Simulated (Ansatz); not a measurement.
All numbers below come from DFT PBE, scalar-relativistic, plane waves, PAW (Ansatz). All cells share a 420 eV cutoff and Γ-centred k meshes spaced at most about 0.3 Å⁻¹ (2π included). No spin polarisation in the final relaxations.

All energies are static (0 K, no zero-point motion).

Two relaxed structures of ZrSi3O8:

A. Space group P-42m (No. 111), tetragonal, a = 4.252 Å, c = 8.764 Å. Around Zr lie 4 O at 1.96 Å and 4 Si at 3.01 Å; Si on a site of symmetry 222 has 4 O at 1.69 Å; Si on a site of symmetry -42m is surrounded by 4 O at 1.63 Å and 4 Zr at 3.01 Å; O on its first site is surrounded by 1 Si at 1.63 Å and 1 Zr at 1.96 Å; around O on its second site lie 2 Si at 1.69 Å.

B. Space group P-4m2 (No. 115), tetragonal, a = 5.501 Å, c = 8.031 Å. Around Zr lie 4 O at 1.94 Å; Si on a site of symmetry 2mm is surrounded by 4 O at 1.62–1.63 Å; around Si on a site of symmetry -4m2 lie 4 O at 1.63 Å; around O on its first site lie 2 Si at 1.63 Å; around O on its second site lie 1 Si at 1.62 Å and 1 Zr at 1.94 Å.

Question: Which form is favoured at zero pressure, and by what margin per atom?

Answer: B is lower, by 268 meV/atom. A has space group P-42m (No. 111), 13.2 Å³/atom and a gap of 4.15 eV on its mesh; B has space group P-4m2 (No. 115), 20.2 Å³/atom and a gap of 4.66 eV. Both come from invented guesses. A third cell relaxed alike, in C2, lies 14 meV/atom below the lower of the two.

No dispersion correction is applied, so the spacing and binding between layers, chains or molecules are poorly described (P-42m), and this can change margins and order among such cells. Kohn–Sham gaps at this level usually fall short of measured ones. Cells relaxed within their symmetry can be saddle points; a later kick test found a lower structure for ZrSi3O8 P-4m2.

B is favoured over A by 268 meV/atom, but it is not the ground state, since the C2 cell lies lower still. The main cause is probably strain in the silicate network of A. Its Si–O bonds on the 222 site are stretched to 1.69 Å, whereas every listed Si–O distance in B is 1.62–1.63 Å, typical of relaxed SiO4 tetrahedra. The Zr–Si contacts of 3.01 Å in A also imply sharply bent Zr–O–Si bridges, which bring the cations close together and raise their repulsion. B avoids both penalties with a much more open framework, at 20.2 against 13.2 Å³/atom. Compression should therefore narrow the gap in enthalpy between the two, though other dense structures could intervene. The short Zr–O distances in both forms suggest fewer oxygen neighbours than Zr(IV) usually takes in oxides, so neither is likely to be an optimal arrangement for the metal. The comparison does not address decomposition into zircon and silica, the natural competitors at this composition.
